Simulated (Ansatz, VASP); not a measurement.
AlGa3N4 in VASP and in Ansatz

```
Al Ga N
1.0
     4.46534    0.00000    0.00000
     0.00000    4.46534    0.00000
     0.00000    0.00000    4.46534
Al Ga N
1 3 4
Direct
  0.00000 0.00000 0.00000
  0.50000 0.50000 0.00000
  0.50000 0.00000 0.50000
  0.00000 0.50000 0.50000
  0.75535 0.75535 0.24465
  0.75535 0.24465 0.75535
  0.24465 0.75535 0.75535
  0.24465 0.24465 0.24465
```

The cell comes from a database or a generator and needn't be the stable form of this composition.

Alike in both runs: task single point; functional r2SCAN; k mesh 6 × 6 × 6; occupations gaussian, width 0.05 eV; no spin polarisation.

```csv
,VASP,Ansatz
version,VASP 6.6.1,Ansatz 0.2.0
potentials or method,"VASP PAW PBE potentials, release 64 (Al, Ga_d, N)","scalar-relativistic, plane waves, PAW"
plane-wave cutoff (eV),520,500
valence electrons in the cell,62,62
```

|  | VASP | Ansatz | Ansatz less VASP |
| --- | --- | --- | --- |
| gap on the k mesh at the Fermi level (eV) | 2.82 | 2.82 | -0.001 |
| least direct gap on the mesh (eV) | 2.82 | 2.82 | -0.001 |
| pressure (GPa) | 0.7 | 0.0 | -0.66 |
| rms of the force components (eV/Å) | 0.033 | 0.000 | -0.0325 |

Atom by atom the forces differ by 0.033 eV/Å (rms over components).

Caveats: the PAW data sets were made with another functional, which shifts forces and pressure a little (VASP). r2SCAN opens gaps a little over a GGA but as a rule still falls short of measured ones.
